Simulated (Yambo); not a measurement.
## GaP in Yambo: convergence with bands in self energy

The system is GaP.

```xyz
2
Lattice="0.0000 2.7252 2.7252 2.7252 0.0000 2.7252 2.7252 2.7252 0.0000" Properties=species:S:1:pos:R:3 pbc="T T T"
Ga    0.0000    0.0000    0.0000
P     4.0879    4.0879    4.0879
```

```yaml
Program: Yambo 5.3.0
Task: G0W0 quasiparticle levels
Functional: PBE
Potentials_or_basis: PseudoDojo 0.4.1 SR PBE standard
Cutoff: 1088 eV
Density_cutoff: 4354 eV
k_mesh: 4 × 4 × 4
Occupations: fixed
Spin: no spin polarisation
k_mesh_of_the_self-consistent_run: 8 × 8 × 8
Random_integration_of_the_Coulomb_term: yes
Direction_of_the_field_or_of_q_to_0: x + y + z
Broadening: 0.1 eV
States_corrected: Γ and the k points of the band edges
Frequency_dependence_of_W: plasmon pole
Terminator_of_the_band_sum_in_the_self-energy: none
Quasiparticle_equation: linearised (Newton)
Imaginary_frequency_of_the_plasmon-pole_fit: 27.2114 eV
Bands_in_the_response: 129
Bands_in_the_self-energy: 14
Cutoff_of_the_response_matrix: 8 Ry
Cutoff_of_exchange_and_Vxc: 80 Ry
Bands_corrected_first_last: "[7, 10]"
```

These are the settings of the first run; the series varies bands in self energy, with any setting tied to it.

```tsv
bands in self energy	quasiparticle gap at the points computed (eV)
14	2.068
19	2.121
29	2.202
49	2.280
89	2.343
129	2.363
```

Against the tightest run, the quasiparticle gap at the points computed stays within 0.05 eV from 89 on. The tightest run that finished is the yardstick and may itself not be fully converged.

Caveat, for the tightest run too: the k mesh is coarse (spacing up to 0.50 Å⁻¹), so the values aren't converged; the potentials hold a filled d shell without the s and p states of that shell, which can shift GW gaps by tenths of an eV, either way; this version prints the column dSc/dw multiplied by 27.2; the quasiparticle gap listed is the Kohn-Sham gap on the denser mesh of the self-consistent run plus the correction found on the GW mesh, so it differs from the gap in the log.
